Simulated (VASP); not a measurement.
# AlN (F-43m) in VASP: settings compared, part 2 of 2

VASP 6.6.1. The steps go on from the part before.

## (3) Equation of state, PBEsol, 10.00 Å³/atom (volume scaled by 0.96)

INCAR reads:

```
ALGO = Normal
EDIFF = 1E-7
ENCUT = 520
GGA = PS
ISIF = 2
ISMEAR = -1
LASPH = T
LCHARG = F
LREAL = F
LWAVE = F
NBANDS = 11
NELM = 100
PREC = Accurate
SIGMA = 0.05
```

KPOINTS reads:

```
k-points
0
Gamma
  10 10 10
```

POSCAR reads:

```
AlN
1.0
    0.0000000000      2.1544765148      2.1544765148
    2.1544765148      0.0000000000      2.1544765148
    2.1544765148      2.1544765148      0.0000000000
Al N
1 1
Direct
    0.0000000000      0.0000000000      0.0000000000
    0.2500000000      0.2500000000      0.2500000000
```

Potentials or basis: VASP PAW PBE potentials, release 64 (Al, N).

On the command line:

```
> cat potpaw_PBE.64/Al/POTCAR potpaw_PBE.64/N/POTCAR > POTCAR
> mpirun -np 1 vasp_std > vasp.out
```

It took 5.6 s on 1 thread of Intel Xeon Platinum 8488C (Sapphire Rapids), shared host; peak memory 0.13 GiB.

It converged, with:

| Property | Result |
| --- | --- |
| Free energy | -15.5802 eV |
| Pressure | 10.5 GPa |
| Band gap on the k mesh | 3.20 eV, indirect (least direct gap 4.50 eV) |

Caveat: the PAW data sets were made with another functional, which shifts forces and pressure a little.

## (4) Equation of state, PBEsol, 10.21 Å³/atom (volume scaled by 0.98)

INCAR is that of step 3.

KPOINTS is that of step 3.

POSCAR reads:

```
AlN
1.0
    0.0000000000      2.1693354430      2.1693354430
    2.1693354430      0.0000000000      2.1693354430
    2.1693354430      2.1693354430      0.0000000000
Al N
1 1
Direct
    0.0000000000      0.0000000000      0.0000000000
    0.2500000000      0.2500000000      0.2500000000
```

On the command line:

```
> cat potpaw_PBE.64/Al/POTCAR potpaw_PBE.64/N/POTCAR > POTCAR
> mpirun -np 1 vasp_std > vasp.out
```

It took 5.6 s on 1 thread of Intel Xeon Platinum 8488C (Sapphire Rapids), shared host; peak memory 0.13 GiB.

It converged, with:

- Free energy: -15.6014 eV
- Pressure: 5.7 GPa
- Band gap on the k mesh: 3.20 eV, indirect (least direct gap 4.31 eV)

Caveat: the PAW data sets were made with another functional, which shifts forces and pressure a little.

## (5) Equation of state, PBEsol, 10.63 Å³/atom (volume scaled by 1.02)

INCAR is that of step 4.

KPOINTS is that of step 4.

POSCAR reads:

```
AlN
1.0
    0.0000000000      2.1984575146      2.1984575146
    2.1984575146      0.0000000000      2.1984575146
    2.1984575146      2.1984575146      0.0000000000
Al N
1 1
Direct
    0.0000000000      0.0000000000      0.0000000000
    0.2500000000      0.2500000000      0.2500000000
```

On the command line:

```
> cat potpaw_PBE.64/Al/POTCAR potpaw_PBE.64/N/POTCAR > POTCAR
> mpirun -np 1 vasp_std > vasp.out
```

It took 6.8 s on 1 thread of Intel Xeon Platinum 8488C (Sapphire Rapids), shared host; peak memory 0.13 GiB.

Results (log left out):

* Free energy: -15.6092 eV
* Pressure: -2.6 GPa
* Band gap on the k mesh: 3.18 eV, indirect (least direct gap 3.96 eV)

Caveat: the PAW data sets were made with another functional, which shifts forces and pressure a little.

## (6) Equation of state, PBEsol, 10.83 Å³/atom (volume scaled by 1.04)

INCAR is that of step 5.

KPOINTS is that of step 5.

POSCAR reads:

```
AlN
1.0
    0.0000000000      2.2127336128      2.2127336128
    2.2127336128      0.0000000000      2.2127336128
    2.2127336128      2.2127336128      0.0000000000
Al N
1 1
Direct
    0.0000000000      0.0000000000      0.0000000000
    0.2500000000      0.2500000000      0.2500000000
```

Potentials or basis: VASP PAW PBE potentials, release 64 (Al, N).

On the command line:

```
> cat potpaw_PBE.64/Al/POTCAR potpaw_PBE.64/N/POTCAR > POTCAR
> mpirun -np 1 vasp_std > vasp.out
```

Run time: 5.2 s. Hardware: 1 thread of Intel Xeon Platinum 8488C (Sapphire Rapids), shared host; peak memory 0.13 GiB.

Results (log left out):

| Item | Value |
| --- | --- |
| Free energy | -15.5979 eV |
| Pressure | -6.2 GPa |
| Band gap on the k mesh | 3.17 eV, indirect (least direct gap 3.79 eV) |

Caveat: the PAW data sets were made with another functional, which shifts forces and pressure a little.

## (7) Equation of state, PBEsol, 11.04 Å³/atom (volume scaled by 1.06)

INCAR is that of step 6.

KPOINTS is that of step 6.

POSCAR reads:

```
AlN
1.0
    0.0000000000      2.2268278375      2.2268278375
    2.2268278375      0.0000000000      2.2268278375
    2.2268278375      2.2268278375      0.0000000000
Al N
1 1
Direct
    0.0000000000      0.0000000000      0.0000000000
    0.2500000000      0.2500000000      0.2500000000
```

On the command line:

```
> cat potpaw_PBE.64/Al/POTCAR potpaw_PBE.64/N/POTCAR > POTCAR
> mpirun -np 1 vasp_std > vasp.out
```

It took 5.2 s on 1 thread of Intel Xeon Platinum 8488C (Sapphire Rapids), shared host; peak memory 0.13 GiB.

It converged, with:

```
Free energy            : -15.5778 eV
Pressure               : -9.4 GPa
Band gap on the k mesh : 3.16 eV, indirect (least direct gap 3.63 eV)
```

Caveat: the PAW data sets were made with another functional, which shifts forces and pressure a little.

## (8) Equation of state, PBEsol

Potentials or basis: VASP PAW PBE potentials, release 64 (Al, N).

This step only gathers the single runs of the series.

What came out:

```yaml
Equilibrium_volume: 10.49 Å³/atom
Bulk_modulus: 202 GPa
Pressure_derivative_of_the_bulk_modulus: 3.9
```

Energy against volume, from the lowest point:
```
volume (Å³/atom)  energy (meV/atom)
           9.792              32.39
          10.001              15.24
          10.209               4.64
          10.417               0.00
          10.626               0.75
          10.834               6.40
          11.042              16.47
```

Caveat: the PAW data sets were made with another functional, which shifts forces and pressure a little.

## (9) Equation of state, PBE, 9.79 Å³/atom (volume scaled by 0.94)

INCAR reads:

```
  PREC = Accurate
  ENCUT = 520
  EDIFF = 1E-7
  ISMEAR = -1
  SIGMA = 0.05
  LREAL = False
  LASPH = True
  NELM = 60
  ALGO = Normal
  ISIF = 2
  LWAVE = False
  LCHARG = False
  GGA = PE
  NBANDS = 11
```

KPOINTS reads:

```
Automatic mesh
0
Gamma
  10 10 10
```

POSCAR reads:

```
AlN
1.0
    0.0000000000      2.1394097525      2.1394097525
    2.1394097525      0.0000000000      2.1394097525
    2.1394097525      2.1394097525      0.0000000000
Al N
1 1
Direct
    0.0000000000      0.0000000000      0.0000000000
    0.2500000000      0.2500000000      0.2500000000
```

Potentials or basis: VASP PAW PBE potentials, release 64 (Al, N).

On the command line:

```
> cat potpaw_PBE.64/Al/POTCAR potpaw_PBE.64/N/POTCAR > POTCAR
> mpirun -np 1 vasp_std > vasp.out
```

Run time: 14 s. Hardware: 1 thread of AMD EPYC 7R43 (Zen 3), shared host; peak memory 0.09 GiB.

It converged, with:

```yaml
Free_energy: -14.7491 eV
Pressure: 19.3 GPa
Band_gap_on_the_k_mesh: 3.35 eV, indirect (least direct gap 4.76 eV)
```

## (10) Equation of state, PBE, 10.00 Å³/atom (volume scaled by 0.96)

INCAR reads:

```
SYSTEM = AlN
PREC = Accurate ; ENCUT = 520
EDIFF = 1E-7 ; ISMEAR = -1
SIGMA = 0.05 ; LREAL = .False.
LASPH = .True. ; NELM = 80
ALGO = Normal ; ISIF = 2
LWAVE = .False. ; LCHARG = .False.
GGA = PE ; NBANDS = 11
```

KPOINTS reads:

```
regular mesh
0
Gamma
  10 10 10
  0 0 0
```

POSCAR reads:

```
AlN
1.0
    0.0000000000      2.1544765148      2.1544765148
    2.1544765148      0.0000000000      2.1544765148
    2.1544765148      2.1544765148      0.0000000000
Al N
1 1
Direct
    0.0000000000      0.0000000000      0.0000000000
    0.2500000000      0.2500000000      0.2500000000
```

On the command line:

```
> cat potpaw_PBE.64/Al/POTCAR potpaw_PBE.64/N/POTCAR > POTCAR
> mpirun -np 1 vasp_std > vasp.out
```

Wall time 13 s (1 thread of AMD EPYC 7R43 (Zen 3), shared host); peak memory 0.1 GiB.

The run converged. Its results:

- Free energy: -14.7925 eV
- Pressure: 13.9 GPa
- Band gap on the k mesh: 3.34 eV, indirect (least direct gap 4.56 eV)

## (11) Equation of state, PBE, 10.21 Å³/atom (volume scaled by 0.98)

INCAR reads:

```
ALGO = Normal
EDIFF = 1E-7
ENCUT = 520
GGA = PE
ISIF = 2
ISMEAR = -1
LASPH = T
LCHARG = F
LREAL = F
LWAVE = F
NBANDS = 11
NELM = 60
PREC = Accurate
SIGMA = 0.05
```

KPOINTS reads:

```
k-points
0
Gamma
  10 10 10
```

POSCAR reads:

```
AlN
1.0
    0.0000000000      2.1693354430      2.1693354430
    2.1693354430      0.0000000000      2.1693354430
    2.1693354430      2.1693354430      0.0000000000
Al N
1 1
Direct
    0.0000000000      0.0000000000      0.0000000000
    0.2500000000      0.2500000000      0.2500000000
```

On the command line:

```
> cat potpaw_PBE.64/Al/POTCAR potpaw_PBE.64/N/POTCAR > POTCAR
> mpirun -np 1 vasp_std > vasp.out
```

Run time: 16 s. Hardware: 1 thread of AMD EPYC 7R43 (Zen 3), shared host; peak memory 0.1 GiB.

It converged, with:

```yaml
Free_energy: -14.8226 eV
Pressure: 9.0 GPa
Band_gap_on_the_k_mesh: 3.33 eV, indirect (least direct gap 4.38 eV)
```

## (12) Equation of state, PBE, 10.63 Å³/atom (volume scaled by 1.02)

INCAR reads:

```
SYSTEM = AlN
PREC = Accurate
ENCUT = 520
EDIFF = 1E-7
ISMEAR = -1
SIGMA = 0.05
LREAL = .False.
LASPH = .True.
NELM = 80
ALGO = Normal
ISIF = 2
LWAVE = .False.
LCHARG = .False.
GGA = PE
NBANDS = 11
```

KPOINTS reads:

```
regular mesh
0
Gamma
  10 10 10
  0 0 0
```

POSCAR reads:

```
AlN
1.0
    0.0000000000      2.1984575146      2.1984575146
    2.1984575146      0.0000000000      2.1984575146
    2.1984575146      2.1984575146      0.0000000000
Al N
1 1
Direct
    0.0000000000      0.0000000000      0.0000000000
    0.2500000000      0.2500000000      0.2500000000
```

Potentials or basis: VASP PAW PBE potentials, release 64 (Al, N).

On the command line:

```
> cat potpaw_PBE.64/Al/POTCAR potpaw_PBE.64/N/POTCAR > POTCAR
> mpirun -np 1 vasp_std > vasp.out
```

It took 16 s on 1 thread of AMD EPYC 7R43 (Zen 3), shared host; peak memory 0.1 GiB.

The run converged. Its results:

| Quantity | Value |
| --- | --- |
| Free energy | -14.8473 eV |
| Pressure | 0.6 GPa |
| Band gap on the k mesh | 3.31 eV, indirect (least direct gap 4.02 eV) |

## (13) Equation of state, PBE, 10.83 Å³/atom (volume scaled by 1.04)

INCAR reads:

```
  ALGO = Normal
  EDIFF = 1E-7
  ENCUT = 520
  GGA = PE
  ISIF = 2
  ISMEAR = -1
  LASPH = T
  LCHARG = F
  LREAL = F
  LWAVE = F
  NBANDS = 11
  NELM = 60
  PREC = Accurate
  SIGMA = 0.05
```

KPOINTS reads:

```
k-points
0
Gamma
  10 10 10
```

POSCAR reads:

```
AlN
1.0
    0.0000000000      2.2127336128      2.2127336128
    2.2127336128      0.0000000000      2.2127336128
    2.2127336128      2.2127336128      0.0000000000
Al N
1 1
Direct
    0.0000000000      0.0000000000      0.0000000000
    0.2500000000      0.2500000000      0.2500000000
```

On the command line:

```
> cat potpaw_PBE.64/Al/POTCAR potpaw_PBE.64/N/POTCAR > POTCAR
> mpirun -np 1 vasp_std > vasp.out
```

Run time: 13 s. Hardware: 1 thread of AMD EPYC 7R43 (Zen 3), shared host; peak memory 0.11 GiB.

The run converged. Its results:

| Item | Value |
| --- | --- |
| Free energy | -14.8441 eV |
| Pressure | -3.1 GPa |
| Band gap on the k mesh | 3.30 eV, indirect (least direct gap 3.85 eV) |

## (14) Equation of state, PBE, 11.04 Å³/atom (volume scaled by 1.06)

INCAR reads:

```
PREC = Accurate
ENCUT = 520
EDIFF = 1E-7
ISMEAR = -1
SIGMA = 0.05
LREAL = F
LASPH = T
NELM = 80
ALGO = Normal
ISIF = 2
LWAVE = F
LCHARG = F
GGA = PE
NBANDS = 11
```

KPOINTS reads:

```
regular mesh
0
Gamma
  10 10 10
```

POSCAR reads:

```
AlN
1.0
    0.0000000000      2.2268278375      2.2268278375
    2.2268278375      0.0000000000      2.2268278375
    2.2268278375      2.2268278375      0.0000000000
Al N
1 1
Direct
    0.0000000000      0.0000000000      0.0000000000
    0.2500000000      0.2500000000      0.2500000000
```

On the command line:

```
> cat potpaw_PBE.64/Al/POTCAR potpaw_PBE.64/N/POTCAR > POTCAR
> mpirun -np 1 vasp_std > vasp.out
```

It took 18 s on 1 thread of AMD EPYC 7R43 (Zen 3), shared host; peak memory 0.1 GiB.

The run converged. Its results:

```yaml
Free_energy: -14.8319 eV
Pressure: -6.4 GPa
Band_gap_on_the_k_mesh: 3.29 eV, indirect (least direct gap 3.69 eV)
```

## (15) Equation of state, PBE

Potentials or basis: VASP PAW PBE potentials, release 64 (Al, N).

This step only gathers the single runs of the series.

What came out:

| Item | Value |
| --- | --- |
| Equilibrium volume | 10.66 Å³/atom |
| Bulk modulus | 194 GPa |
| Pressure derivative of the bulk modulus | 3.9 |

Energy against volume, from the lowest point:
```
volume (Å³/atom)  energy (meV/atom)
           9.792              49.11
          10.001              27.39
          10.209              12.36
          10.417               3.43
          10.626               0.00
          10.834               1.60
          11.042               7.72
```
